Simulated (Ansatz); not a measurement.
# TiAl: the cost of one run

Computed with Ansatz 0.2.0 (DFT PBE, scalar-relativistic, plane waves, PAW, unless a step's input says otherwise).

### 1 The starting structure

It takes space group Pm-3m (No. 221, cubic). Conventional cell: a = 3.179 Å, b = 3.179 Å, c = 3.179 Å, α = 90.00°, β = 90.00°, γ = 90.00°. Ti (site symmetry m-3m) is surrounded by 8 Al at 2.75 Å. Al (site symmetry m-3m) has 8 Ti at 2.75 Å as nearest neighbours.

As a file:

```xyz
2
Lattice="3.1791 0.0000 0.0000 0.0000 3.1791 0.0000 0.0000 0.0000 3.1791" Properties=species:S:1:pos:R:3 pbc="T T T"
Ti    0.0000    0.0000    0.0000
Al    1.5895    1.5895    1.5895
```

It goes back to an entry of the Materials Project, which need not be the stable form.

No relaxation comes first: the listed cell is the starting point.

### 2 The scan: a trigonal deformation path

At fixed volume and fractional coordinates, lengths along (0.577, 0.577, 0.577) are scaled against those across it; ρ is that ratio over its starting value.

### 3 Point ρ = 0.500

input.yaml

```yaml
crystal:
  lattice:
    - [3.3378080438, -0.6675616088, -0.6675616088]
    - [-0.6675616088, 3.3378080438, -0.6675616088]
    - [-0.6675616088, -0.6675616088, 3.3378080438]
  atoms:
    - { symbol: Ti, position: [0.0, 0.0, 0.0] }
    - { symbol: Al, position: [0.5, 0.5, 0.5] }
basis:
  ecutwfc: 420
kpoints:
  mp_grid: { grid: [16, 16, 16] }
hamiltonian:
  xc: pbe
scf:
  occupations: { method: gaussian, width: 0.15 }
output:
  forces: true
  stress: true
  eigenvalues: true
```

What time and memory should one allow on 1 thread of an x86-64 CPU, shared host?

About 5.5 s, with a peak of 0.5 GiB.
